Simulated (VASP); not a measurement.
Crystal: Cs2SnI6.

```
Cs Sn I
1.0
     0.00000    5.81380    5.81380
     5.81380    0.00000    5.81380
     5.81380    5.81380    0.00000
Cs Sn I
2 1 6
Direct
  0.25000 0.25000 0.25000
  0.75000 0.75000 0.75000
  0.00000 0.00000 0.00000
  0.75464 0.24536 0.24536
  0.24536 0.75464 0.24536
  0.24536 0.75464 0.75464
  0.75464 0.24536 0.75464
  0.24536 0.24536 0.75464
  0.75464 0.75464 0.24536
```

| Property | Result |
| --- | --- |
| Program | VASP 6.6.1 |
| Task | relaxation of cell and atoms |
| Functional | PBE |
| Potentials or basis | VASP PAW PBE potentials, release 64 (Cs_sv, Sn_d, I) |
| Cutoff | 600 eV |
| k mesh | 4 × 4 × 4 |
| Occupations | gaussian, width 0.02 eV |
| Spin | no spin polarisation |

At the start: pressure 1.6 GPa; volume 43.67 Å³/atom.

Question: Where does the relaxation end?

Answer: Over 9 steps the energy falls by 17.8 meV/atom and the volume is 48.56 Å³/atom (+11.2 %); space group Fm-3m (No. 225, to 0.05 Å).

The path:
```tsv
step	energy change (eV)	largest force (eV/Å)	pressure (GPa)	volume (Å³)
1	0.0000	0.2789	1.59	393.02
2	-0.1312	0.1268	0.12	418.13
3	-0.1314	0.1410	0.07	419.34
4	-0.1374	0.1307	0.06	421.19
5	-0.1513	0.0802	0.03	426.79
6	-0.1598	0.0246	0.03	438.12
7	-0.1601	0.0084	0.03	436.35
8	-0.1600	0.0123	-0.04	437.94
9	-0.1602	0.0002	0.01	437.00
```

Final structure:
```cif
data_structure
_symmetry_space_group_name_H-M 'P 1'
_symmetry_Int_Tables_number 1
_cell_length_a 8.5179
_cell_length_b 8.5179
_cell_length_c 8.5179
_cell_angle_alpha 60.000
_cell_angle_beta 60.000
_cell_angle_gamma 60.000
_cell_volume 437.00
loop_
_atom_site_label
_atom_site_type_symbol
_atom_site_fract_x
_atom_site_fract_y
_atom_site_fract_z
_atom_site_occupancy
Cs1 Cs 0.25000 0.25000 0.25000 1
Cs2 Cs 0.75000 0.75000 0.75000 1
Sn1 Sn 0.00000 0.00000 0.00000 1
I1 I 0.75837 0.24163 0.24163 1
I2 I 0.24163 0.75837 0.24163 1
I3 I 0.24163 0.75837 0.75837 1
I4 I 0.75837 0.24163 0.75837 1
I5 I 0.24163 0.24163 0.75837 1
I6 I 0.75837 0.75837 0.24163 1
```

Caveat: the volume moved by +11 % from the deposited cell, more than functionals usually miss.
